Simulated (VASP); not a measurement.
Set up this calculation in VASP 6.6.1, as the native input.

| Quantity | Value |
| --- | --- |
| Task | relaxation of cell and atoms |
| Functional | r2SCAN |
| Potentials or basis | VASP PAW PBE potentials, release 64 (Hf_pv, N) |
| Cutoff | 520 eV |
| k mesh | 12 × 12 × 12 |
| Occupations | gaussian, width 0.02 eV |
| Spin | no spin polarisation |
| Further INCAR settings | ALGO = Normal; EDIFF = 1e-07; IBRION = 2; EDIFFG = -0.002; NSW = 80; ISIF = 3 |

The structure of HfN lies in POSCAR:

```
HfN                                     
1.0
   -0.0000000000      2.2553802895      2.2553802895
    2.2553802895      0.0000000000      2.2553802895
    2.2553802895      2.2553802895      0.0000000000
  Hf              N             
     1     1
Direct
     0.0000000000000000    1.0000000000000000    0.0000000000000000
     0.5000000000000000    0.5000000000000000    0.5000000000000000
```

One way to write it, as run:

INCAR

```
ALGO = Normal
EDIFF = 1E-7
EDIFFG = -0.002
ENCUT = 520
IBRION = 2
ISIF = 3
ISMEAR = 0
LASPH = T
LCHARG = F
LMIXTAU = T
LREAL = F
LWAVE = F
METAGGA = R2SCAN
NELM = 100
NSW = 80
PREC = Accurate
SIGMA = 0.02
```

KPOINTS

```
k-points
0
Gamma
  12 12 12
```

Potentials or basis: VASP PAW PBE potentials, release 64 (Hf_pv, N).

Launch:

```bash
$ cat potpaw_PBE.64/Hf_pv/POTCAR potpaw_PBE.64/N/POTCAR > POTCAR
$ mpirun -np 1 vasp_std > vasp.out
```

Results of the run:

* Pressure after relaxing: 0.0 GPa
* Band gap on the k mesh: none (metal or under the smearing width)

Caveat: the relaxation stopped at its first step, so nothing moved; the PAW data sets were made with another functional, which shifts forces and pressure a little.

Wall time 69 s on 1 thread of Intel(R) Xeon(R) Platinum 8259CL CPU @ 2.50GHz (Skylake/Cascade Lake), with other jobs on the host, peak memory 0.16 GiB.
